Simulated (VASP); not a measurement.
**VASP inputs for SiO₂ (strained rutile)**

INCAR

```
ALGO = Normal
ENCUT = 520
LASPH = .TRUE.
EDIFF = 1E-7
LWAVE = .FALSE.
LCHARG = .FALSE.
NELM = 120
METAGGA = R2SCAN
ISIF = 2
ISMEAR = 0
PREC = Accurate
LREAL = .FALSE.
SIGMA = 0.01
IBRION = -1
NBANDS = 25
NSW = 0
```

KPOINTS

```
KPOINTS created by Atomic Simulation Environment
0
Gamma
6 6 10
0 0 0
```

KPOINTS_OPT

```
special points
6
Reciprocal
0.0000000000 0.0000000000 0.0000000000 1
0.0000000000 0.5000000000 0.0000000000 1
0.5000000000 0.5000000000 0.0000000000 1
0.0000000000 0.0000000000 0.5000000000 1
0.0000000000 0.5000000000 0.5000000000 1
0.5000000000 0.5000000000 0.5000000000 1
```

POSCAR

```
Si O
 1.0000000000000000
     4.1851887985999996    0.0000000000000000    0.0000000000000000
     0.0000000000000000    4.1851887985999996    0.0000000000000000
     0.0000000000000000    0.0000000000000000    2.5620862952999999
 Si  O
   2   4
Cartesian
  0.0000000000000000  0.0000000000000000  0.0000000000000000
  2.0925943992999998  2.0925943992999998  1.2810431476499999
  1.2797509969136254  1.2797509969136254  0.0000000000000000
  0.8128434023863741  3.3723453962136256  1.2810431476499999
  3.3723453962136256  0.8128434023863741  1.2810431476499999
  2.9054378016863738  2.9054378016863738  0.0000000000000000
```

VASP ran with the recommended PBE PAW datasets (32 valence electrons in the cell).

Problem. What does this run give?

Solution. gap between bands v and c 7.40 eV; least direct gap 7.40 eV; pressure 17.8 GPa; largest force 0.04 eV/Å.

Band v is the last that the valence electrons fill when counted band by band, and c is the next. Levels in eV from the top of v:

```json
{"point": "Γ", "v−1": "-0.95", "v": "0.00", "c": "7.40", "c+1": "8.53"}
{"point": "X", "v−1": "-1.16", "v": "-1.16", "c": "9.69", "c+1": "9.69"}
{"point": "M", "v−1": "-2.59", "v": "-2.59", "c": "9.33", "c+1": "9.33"}
{"point": "Z", "v−1": "-2.85", "v": "-2.85", "c": "10.63", "c+1": "10.63"}
{"point": "R", "v−1": "-1.90", "v": "-1.90", "c": "10.15", "c+1": "10.15"}
{"point": "A", "v−1": "-1.69", "v": "-1.69", "c": "8.52", "c+1": "8.52"}
```
